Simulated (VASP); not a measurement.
AgCl (Chlorargyrite):

```xyz
2
Lattice="0.0000 2.7350 2.7350 2.7350 0.0000 2.7350 2.7350 2.7350 0.0000" Properties=species:S:1:pos:R:3 pbc="T T T"
Ag    0.0000    0.0000    0.0000
Cl    2.7350    2.7350    2.7350
```

| Quantity | Value |
| --- | --- |
| Program | VASP 6.6.1 |
| Task | relaxation of cell and atoms |
| Functional | PBE |
| Potentials or basis | VASP PAW PBE potentials, release 64 (Ag, Cl) |
| Cutoff | 600 eV |
| k mesh | 8 × 8 × 8 |
| Occupations | gaussian, width 0.03 eV |
| Spin | no spin polarisation |

At the start: pressure 3.8 GPa; volume 20.46 Å³/atom.

Task: Where does the relaxation end?

Result: Over 3 steps the energy falls by 17.3 meV/atom and the volume is 22.03 Å³/atom (+7.7 %); space group Fm-3m (No. 225, to 0.05 Å).

Step by step:
```csv
step,energy change (eV),largest force (eV/Å),pressure (GPa),volume (Å³)
1,0.0000,0.0000,3.81,40.92
2,-0.0344,0.0000,0.18,43.87
3,-0.0345,0.0000,-0.01,44.06
```

Final structure:
```
Ag Cl
1.0
     0.00000    2.80322    2.80322
     2.80322    0.00000    2.80322
     2.80322    2.80322    0.00000
Ag Cl
1 1
Direct
  0.00000 0.00000 0.00000
  0.50000 0.50000 0.50000
```
